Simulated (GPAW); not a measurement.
# Sn (I4/mmm) in GPAW: a series of runs

One crystal, Sn, is run at these levels: PBEsol; tasks: band structure.

All numbers are computed with GPAW 26.7.0; they aren't measurements. Logs are shortened: lines on timing, memory, paths and dates and some standing lists are left out, and cuts for length are marked. The log counts tension as positive stress, the text compression.

## (1) Starting point

It takes space group I4/mmm (No. 139, tetragonal). The conventional cell has a = 4.058 Å, b = 4.058 Å, c = 3.322 Å, α = 90.00°, β = 90.00°, γ = 90.00°. Sn (site symmetry 4/mmm) is surrounded by 10 Sn at 3.32 Å.

This isn't the form of Sn at room conditions, which is tetragonal (white tin).

## (2) Band structure, PBEsol

Input file run.py:

```python
from ase import Atoms
from ase.dft.bandgap import bandgap
from ase.io import write
from ase.units import GPa
from gpaw import GPAW, PW, setup_paths

setup_paths.insert(0, '.')

atoms = Atoms(['Sn'],
              cell=[[-2.029189411, 2.029189411, 1.6607599896],
                    [2.029189411, -2.029189411, 1.6607599896],
                    [2.029189411, 2.029189411, -1.6607599896]],
              scaled_positions=[[0.0, 0.0, 0.0]],
              pbc=True)

calc = GPAW(mode=PW(600),
            xc='PBEsol',
            kpts={'size': (10, 10, 10), 'gamma': True},
            occupations={'name': 'fermi-dirac', 'width': 0.05},
            nbands=14,
            convergence={'density': 1e-05, 'energy': 1e-05},
            maxiter=150,
            txt='gpaw.txt')
atoms.calc = calc
energy = atoms.get_potential_energy()
forces = atoms.get_forces()
stress = atoms.get_stress()
calc.write('gs.gpw')
write('result.traj', atoms)
print(f'Energy: {energy:.6f} eV')
print('Forces (eV/A):')
print(forces.round(4))
print('Stress (GPa):', (stress / GPa).round(3))
print('Fermi level:', round(calc.get_fermi_level(), 4), 'eV')
print(f'Gap: {bandgap(calc)[0]:.4f} eV, direct: {bandgap(calc, direct=True)[0]:.4f} eV')

path = atoms.cell.bandpath('GXMGZPNZ1M,XP', npoints=80, eps=1e-4)
bs_calc = calc.fixed_density(kpts=path, symmetry='off', nbands=22,
                             convergence={'bands': 'CBM+6.0', 'eigenstates': 1e-6}, txt='bands.txt')
bs = bs_calc.band_structure()
bs.write('bs.json')
print(f'Gap on the path: {bandgap(bs_calc)[0]:.4f} eV')
```

Potentials or basis: PAW data sets generated in the run's folder for this functional, pw.

The run is started by

```
$ gpaw-setup -f PBEsol Sn
$ OMP_NUM_THREADS=1 python run.py
```

gpaw.txt:

```text
__  _  _
 | _ |_)|_||  |
 |__||  | ||/\| - 26.7.0

Input parameters:
  mode=PW(ecut=600.0),
  convergence={'density': 1e-05, 'energy': 1e-05},
  kpts=MonkhorstPack(size=(10, 10, 10), gamma=True),
  maxiter=150,
  nbands=14,
  occupations=Occupations(name='fermi-dirac', width=0.05),
  xc=XC(name='PBEsol')

Diagonalizing LCAO Hamiltonian
Converting LCAO to pw mode

       Sn

Atoms  # Å, Bohr magnetons
|   | symbol |        x |        y |        z |    initial magnetic moments |
|---|--------|----------|----------|----------|-----------------------------|
| 0 |     Sn | 0.000000 | 0.000000 | 0.000000 | ( 0.0000,  0.0000,  0.0000) |

Unit cell  # Å
| periodic |         x |         y |         z |  lengths |     angles |
|----------|-----------|-----------|-----------|----------|------------|
|      yes | -2.029189 |  2.029189 |  1.660760 | 3.315621 | 104.530205 |
|      yes |  2.029189 | -2.029189 |  1.660760 | 3.315621 | 104.530205 |
|      yes |  2.029189 |  2.029189 | -1.660760 | 3.315621 | 119.882259 |

Number of symmetries: 16
Symmetry operations  # r_c * U_cc + t_c -> r_c
|    | kind |            matrix            |
|----|------|------------------------------|
|  0 |  σ   |  1, 1, 1,  0, 0,-1,  0,-1, 0 |
|  1 |  C4  |  1, 1, 1,  0, 0,-1, -1, 0, 0 |
|  2 |  E   |  1, 0, 0,  0, 1, 0,  0, 0, 1 |
|  3 |  σ   |  1, 0, 0,  0, 1, 0, -1,-1,-1 |
|  4 |  σ   |  0, 1, 0,  1, 0, 0,  0, 0, 1 |
|  5 |  C2  |  0, 1, 0,  1, 0, 0, -1,-1,-1 |
|  6 |  C2  |  0, 0, 1, -1,-1,-1,  1, 0, 0 |
|  7 |  S4  |  0, 0, 1, -1,-1,-1,  0, 1, 0 |
|  8 |  C4  |  0, 0,-1,  1, 1, 1,  0,-1, 0 |
|  9 |  σ   |  0, 0,-1,  1, 1, 1, -1, 0, 0 |
| 10 |  σ   |  0,-1, 0, -1, 0, 0,  1, 1, 1 |
| 11 |  C2  |  0,-1, 0, -1, 0, 0,  0, 0,-1 |
| 12 |  C2  | -1, 0, 0,  0,-1, 0,  1, 1, 1 |
| 13 |  i   | -1, 0, 0,  0,-1, 0,  0, 0,-1 |
| 14 |  S4  | -1,-1,-1,  0, 0, 1,  1, 0, 0 |
| 15 |  C2  | -1,-1,-1,  0, 0, 1,  0, 1, 0 |

BZ-sampling:
  Number of BZ points: 1000
  Number of IBZ points: 102

  Monkhorst-Pack size: [10, 10, 10]
  Monkhorst-Pack shift: [0.05, 0.05, 0.05]

K-points  # in reciprocal-cell coordinates
|     |                                coordinates |     weight |
|-----|--------------------------------------------|------------|
|   0 | (  0.00000000,   0.00000000,   0.00000000) | 0.00100000 |
|   1 | (  0.10000000,  -0.10000000,   0.00000000) | 0.00400000 |
|   2 | (  0.10000000,  -0.10000000,   0.10000000) | 0.00400000 |
|   3 | (  0.10000000,   0.00000000,   0.00000000) | 0.00800000 |
|   4 | (  0.10000000,   0.10000000,  -0.10000000) | 0.00200000 |
|   5 | (  0.20000000,  -0.20000000,   0.00000000) | 0.00400000 |
|   6 | (  0.20000000,  -0.20000000,   0.10000000) | 0.00800000 |
|   7 | (  0.20000000,  -0.20000000,   0.20000000) | 0.00400000 |
|   8 | (  0.20000000,  -0.10000000,   0.00000000) | 0.01600000 |
|   9 | (  0.20000000,  -0.10000000,   0.10000000) | 0.00800000 |
| ... |                                            |            |
| 101 | (  0.50000000,   0.50000000,   0.50000000) | 0.00100000 |

Plane wave coefficients: 937
Cutoff: 600.0 eV

Spin-components: 1 (collinear spins)
Bands:           14
Projectors:      6
Spin-degeneracy: 2
Datatype:        complex128

Parallelization:
  kpt:    1
  domain: 1
  band:   1

Density:
  Valence electrons: 14.0
  Components: 1
  Grid points: [20 20 20]
  Charge: 0.0  # |e|

Potential:
  Grid points: [20 20 20]

species:
  Sn:
    name:    Tin
    Z:       50.0
    valence: 14
    core:    36
    charge:  0.0  # [|e|]
    compensation charges:
      type: gauss
      rc: 0.38  # [Å]
      lmax: 2
    cutoffs:
      filter: 2.23  # [Å]
      core: 2.35  # [Å]
    projectors
    | kind |    occ | energy [eV] | rcut [Å] |
    |------|--------|-------------|----------|
    |   5s |  2.000 |     -10.584 |    1.201 |
    |   5p |  2.000 |      -3.711 |    1.270 |
    |   4d | 10.000 |     -25.798 |    1.185 |
    |    s |        |      16.628 |    1.201 |
    |    p |        |      23.501 |    1.270 |
    |    d |        |       1.413 |    1.185 |

    Using partial waves for Sn as LCAO basis

Reference energy: -167935.903346  # eV

eigensolver:
  PPCG
  Converge bands: occupied
  niter=2

density mixing:
  MSR1-Mixer
  Pratt-step length: 0.05
  Maximum mixing coefficient: 0.75
  Old densities: 10
  SVD Regularization: 0.005
  Good broyden scale: 1.0
  Trust region scale: 1.0
  Backstep threshold: 4.0
  History deletion threshold: 6.0
  Fourier metric: weight=20.0, sigma=0.015

occupation numbers:
  Fermi-Dirac:
    width: 0.0500  # eV

poisson solver:
  ecut: 4800.0  # eV

xc functional:
  name: PBEsol with 2 nearest neighbor stencil

convergence criteria:
- Maximum integral of absolute [dens]ity change: 1e-05 electrons / valence electron
- Maximum [total energy] change in last 3 cyles: 1e-05 eV / valence electron
- Maximum integral of absolute [eigenst]ate change: 4e-08 eV^2 / valence electron
maximum number of iterations: 150

SCF iterations
|iter     | |      energy | eigst |  dens |
|---------|-|-------------|-------|-------|
|iter:   1| |   -4.443017 | -0.15 |       |
|iter:   2| |   -4.441855 | -2.70 | -1.74 |
|iter:   3| |   -4.428370 | -2.89 | -1.77 |
|iter:   4| |   -4.428344 | -3.90 | -2.34 |
|iter:   5| |   -4.428408c| -5.09 | -2.97 |
|iter:   6| |   -4.428413c| -6.36 | -3.82 |
|iter:   7| |   -4.428413c| -7.52c| -4.53 |
|iter:   8| |   -4.428413c| -8.08c| -5.16c|

Converged in 8 steps
Energy contributions relative to reference atoms: (reference = -167935.903346)

Energy contributions:
  Kinetic:           3.020969
  Coulomb:          -3.068255
  Zero:             -0.006355
  External:          0.000000
  Xc:               -4.372408
  Entropy:          -0.004729
  Spinorbit:         0.000000
  ----------------------------
  Free energy:      -4.430778
  Extrapolated:     -4.428413

dipole moment: (-6.885559, -6.885559, -5.635384)  # |e|*Ang

Fermi level: 6.922
Eigenvalues  # (at kpt = [0.000, 0.000, 0.000])
| band index |      eig [eV] | occ [0-2] |
|------------|---------------|-----------|
|          0 |       -14.489 |     2.000 |
|          1 |       -14.413 |     2.000 |
|          2 |       -14.413 |     2.000 |
|          3 |       -14.410 |     2.000 |
|          4 |       -14.295 |     2.000 |
|          5 |        -4.069 |     2.000 |
|          6 |        13.712 |     0.000 |
|          7 |        13.712 |     0.000 |
|          8 |        16.255 |     0.000 |
|          9 |        17.222 |     0.000 |
|         10 |        18.332 |     0.000 |
|         11 |        19.611 |     0.000 |
|         12 |        19.611 |     0.000 |
|         13 |        21.541 |     0.000 |

No gap
No difference between direct/indirect transitions

Forces  # eV/Ang
|       x |       y |        z |
|---------|---------|----------|
| 0.00000 | 0.00000 | -0.00000 |  # Sn   0

Stress tensor  # eV/Ang^3
|        x |        y |        z |
|----------|----------|----------|
| 0.015586 | 0.000000 | 0.000000 |
| 0.000000 | 0.015586 | 0.000000 |
| 0.000000 | 0.000000 | 0.009198 |

# Writing to gs.gpw (mode='')
```

Wall time 30 s (1 thread of Arm Neoverse V1, shared host); peak memory 0.21 GiB.

What came out:

```yaml
Free_energy: -4.4308 eV
Pressure: -2.2 GPa
Band_gap_along_the_path: none (metal or under the smearing width)
```

Stress tensor (GPa, compression positive):
```
-2.50  0.00  0.00
 0.00 -2.50  0.00
 0.00  0.00 -1.47
```

Levels at the corners of the path, in eV from the Fermi level:
```tsv
point	band 3	band 4	band 5	band 6	band 7	band 8	band 9	band 10
Γ	-21.34	-21.33	-21.22	-10.99	6.79	6.79	9.33	10.30
X	-21.30	-21.26	-21.18	-7.22	-4.64	5.81	7.77	10.42
M	-21.19	-21.19	-21.16	-3.35	-1.53	-1.53	2.55	3.09
Γ	-21.34	-21.33	-21.22	-10.99	6.79	6.79	9.33	10.30
Z	-21.22	-21.22	-21.17	-3.33	-1.09	-1.09	0.04	3.41
P	-21.30	-21.26	-21.21	-4.82	-2.11	-0.85	-0.85	15.49
N	-21.26	-21.19	-21.17	-5.71	-4.12	3.10	4.35	7.22
Z1	-21.22	-21.22	-21.17	-3.33	-1.09	-1.09	0.04	3.41
M	-21.19	-21.19	-21.16	-3.35	-1.53	-1.53	2.55	3.09
X	-21.30	-21.26	-21.18	-7.22	-4.64	5.81	7.77	10.42
P	-21.30	-21.26	-21.21	-4.82	-2.11	-0.85	-0.85	15.49
```

Caveat: spin-orbit coupling is left out, which moves the levels of the heavy elements.

## (3) Band structure, PBEsol, spin-orbit coupling, no magnetisation

run.py: that of step 2 with these lines changed.

```diff
@@ -1 +1,2 @@
+import numpy as np
 from ase import Atoms
@@ -5,2 +6,3 @@
 from gpaw import GPAW, PW, setup_paths
+from gpaw.spinorbit import soc_eigenstates
 
@@ -42 +44,7 @@
 print(f'Gap on the path: {bandgap(bs_calc)[0]:.4f} eV')
+
+soc = soc_eigenstates(bs_calc, theta=90, phi=0)
+np.savetxt('soc_bands.dat', soc.eigenvalues(), fmt='%.4f')
+mesh = soc_eigenstates('gs.gpw', theta=90, phi=0)
+np.savetxt('soc_mesh.dat', mesh.eigenvalues(), fmt='%.4f')
+print('Fermi level with spin-orbit coupling:', round(mesh.fermi_level, 4), 'eV')
```

Potentials or basis: PAW data sets generated in the run's folder for this functional, pw.

The run is started by

```
$ gpaw-setup -f PBEsol Sn
$ OMP_NUM_THREADS=1 python run.py
```

Wall time 32 s (1 thread of Arm Neoverse V1, shared host); peak memory 0.25 GiB.

Results (log left out):

| Property | Result |
| --- | --- |
| Free energy | -4.4308 eV |
| Pressure | -2.2 GPa |
| Band gap along the path | none (metal or under the smearing width) |

Stress tensor (GPa, compression positive):
```
-2.50  0.00  0.00
 0.00 -2.50  0.00
 0.00  0.00 -1.47
```

Levels at the corners of the path, in eV from the Fermi level:
| point | band 10 | band 11 | band 12 | band 13 | band 14 | band 15 | band 16 | band 17 | band 18 | band 19 |
| --- | --- | --- | --- | --- | --- | --- | --- | --- | --- | --- |
| Γ | -20.84 | -10.98 | -10.98 | 6.33 | 6.33 | 7.15 | 7.15 | 9.44 | 9.44 | 10.32 |
| X | -20.80 | -7.20 | -7.20 | -4.64 | -4.64 | 5.75 | 5.75 | 7.84 | 7.84 | 10.43 |
| M | -20.74 | -3.34 | -3.34 | -1.74 | -1.74 | -1.31 | -1.31 | 2.59 | 2.59 | 3.11 |
| Γ | -20.84 | -10.98 | -10.98 | 6.33 | 6.33 | 7.15 | 7.15 | 9.44 | 9.44 | 10.32 |
| Z | -20.76 | -3.31 | -3.31 | -1.33 | -1.33 | -0.88 | -0.88 | 0.10 | 0.10 | 3.43 |
| P | -20.81 | -4.81 | -4.81 | -2.15 | -2.15 | -0.94 | -0.94 | -0.70 | -0.70 | 15.17 |
| N | -20.76 | -5.70 | -5.70 | -4.12 | -4.12 | 3.06 | 3.06 | 4.42 | 4.42 | 7.24 |
| Z1 | -20.76 | -3.31 | -3.31 | -1.33 | -1.33 | -0.88 | -0.88 | 0.10 | 0.10 | 3.43 |
| M | -20.74 | -3.34 | -3.34 | -1.74 | -1.74 | -1.31 | -1.31 | 2.59 | 2.59 | 3.11 |
| X | -20.80 | -7.20 | -7.20 | -4.64 | -4.64 | 5.75 | 5.75 | 7.84 | 7.84 | 10.43 |
| P | -20.81 | -4.81 | -4.81 | -2.15 | -2.15 | -0.94 | -0.94 | -0.70 | -0.70 | 15.17 |

Caveat: spin-orbit coupling was added after a scalar SCF, so levels and gaps hold it while energy, forces, pressure and moments don't; this program's spin-orbit splittings come out too wide for heavy elements.
